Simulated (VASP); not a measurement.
# From VASP inputs to Ansatz: HgSe (strained zincblende)

INCAR

```
NBANDS = 16
LELF = .TRUE.
ISIF = 2
SIGMA = 0.02
EDIFF = 1E-7
NELM = 120
PREC = Accurate
LREAL = .FALSE.
IBRION = -1
LASPH = .TRUE.
ALGO = Normal
NSW = 0
ENCUT = 520
ISMEAR = -1
METAGGA = R2SCAN
LWAVE = .FALSE.
LCHARG = .TRUE.
```

KPOINTS

```
KPOINTS created by Atomic Simulation Environment
0
Gamma
8 8 8
0 0 0
```

KPOINTS_OPT

```
special points
6
Reciprocal
0.0000000000 0.0000000000 0.0000000000 1
-0.5000000000 -0.5000000000 0.0000000000 1
-0.3750000000 -0.3750000000 0.2500000000 1
-0.3750000000 0.0000000000 0.3750000000 1
0.0000000000 0.0000000000 0.5000000000 1
-0.5000000000 -0.2500000000 0.2500000000 1
```

POSCAR

```
Hg Se
 1.0000000000000000
     0.0000000000000000    2.9689584933000002    2.9689584933000002
     2.9689584933000002    0.0000000000000000    2.9689584933000002
     2.9689584933000002    2.9689584933000002    0.0000000000000000
 Hg  Se
   1   1
Cartesian
  0.0000000000000000  0.0000000000000000  0.0000000000000000
  1.4844792466499999  1.4844792466499999  1.4844792466499999
```

VASP ran with the recommended PBE PAW datasets (18 valence electrons in the cell).

Question: Write an Ansatz input for this cell and level of theory.

Answer: 

```yaml
crystal:
  lattice:
    - [0.0, 2.9689584933, 2.9689584933]
    - [2.9689584933, 0.0, 2.9689584933]
    - [2.9689584933, 2.9689584933, 0.0]
  atoms:
    - { symbol: Hg, position: [0.0, 0.0, 0.0] }
    - { symbol: Se, position: [0.25, 0.25, 0.25] }
kpoints:
  mp_grid: { grid: [8, 8, 8] }
  band_path:
    path:
      - [0.0, 0.0, 0.0]
      - [-0.5, -0.5, 0.0]
      - [-0.375, -0.375, 0.25]
      - [-0.375, 0.0, 0.375]
      - [0.0, 0.0, 0.5]
      - [-0.5, -0.25, 0.25]
    npoints: 1
hamiltonian:
  xc: r2scan
scf:
  occupations: { method: fermi_dirac, width: 0.02 }
  n_extra_bands: 4
output:
  forces: true
  stress: true
  eigenvalues: true
  write_density: true
  write_potential: true
  elf: true
  volumetric_format: npy
```

Other inputs would serve too.

```csv
,VASP,Ansatz
gap between bands v and c,0.00 eV,0.00 eV
least direct gap,0.00 eV,0.00 eV
pressure,8.6 GPa,8.2 GPa
```

Each program uses its own PAW datasets. VASP's cell holds 18 valence electrons and Ansatz's 36. Ansatz's stress includes a Pulay correction; VASP's doesn't.
